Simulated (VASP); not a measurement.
A run of VASP 6.6.1 is set up as follows.

Contents of INCAR:

```
SYSTEM = NaI
ALGO     = Normal         ! electronic algorithm
EDIFF    = 1E-7           ! SCF threshold, eV
EDIFFG   = -0.01          ! ionic threshold
ENCUT    = 600            ! plane-wave cutoff, eV
GGA      = CA             ! functional
IBRION   = 2              ! ionic algorithm
ISIF     = 2              ! what is computed and relaxed
ISMEAR   = 0              ! smearing method
LASPH    = .TRUE.         ! aspherical terms in the spheres
LCHARG   = .FALSE.        ! write CHGCAR
LREAL    = .FALSE.        ! projectors in reciprocal space
LWAVE    = .FALSE.        ! write WAVECAR
NELM     = 80             ! most SCF steps
NSW      = 40             ! ionic steps
PREC     = Accurate       ! precision mode
SIGMA    = 0.03           ! smearing width, eV
```

The input KPOINTS:

```
k-points
0
G
  8 8 8
  0 0 0
```

File POSCAR:

```
NaI                                     
1.0
    0.0000000000      3.1306641862      3.1306641862
    3.1306641862      0.0000000000      3.1306641862
    3.1306641862      3.1306641862      0.0000000000
  Na              I             
     1     1
Direct
     0.0000000000000000    0.0000000000000000    0.0000000000000000
     0.5000000000000000    0.5000000000000000    0.5000000000000000
```

Potentials or basis: VASP PAW LDA potentials, release 64 (Na_pv, I).

Run with:

```bash
$ cat potpaw_LDA.64/Na_pv/POTCAR potpaw_LDA.64/I/POTCAR > POTCAR
$ mpirun -np 1 vasp_std > vasp.out
```

Problem. What does it give for the band gap on the k mesh?

Solution. 3.63 eV, direct.

Final structure:
```cif
data_structure
_symmetry_space_group_name_H-M 'P 1'
_symmetry_Int_Tables_number 1
_cell_length_a 4.4274
_cell_length_b 4.4274
_cell_length_c 4.4274
_cell_angle_alpha 60.000
_cell_angle_beta 60.000
_cell_angle_gamma 60.000
_cell_volume 61.37
loop_
_atom_site_label
_atom_site_type_symbol
_atom_site_fract_x
_atom_site_fract_y
_atom_site_fract_z
_atom_site_occupancy
Na1 Na 0.00000 0.00000 0.00000 1
I1 I 0.50000 0.50000 0.50000 1
```

Caveat: the relaxation stopped at its first step, so nothing moved; spin-orbit coupling is left out, which moves the levels of the heavy elements. LDA gaps usually lie below the measured ones, often by a third to a half.
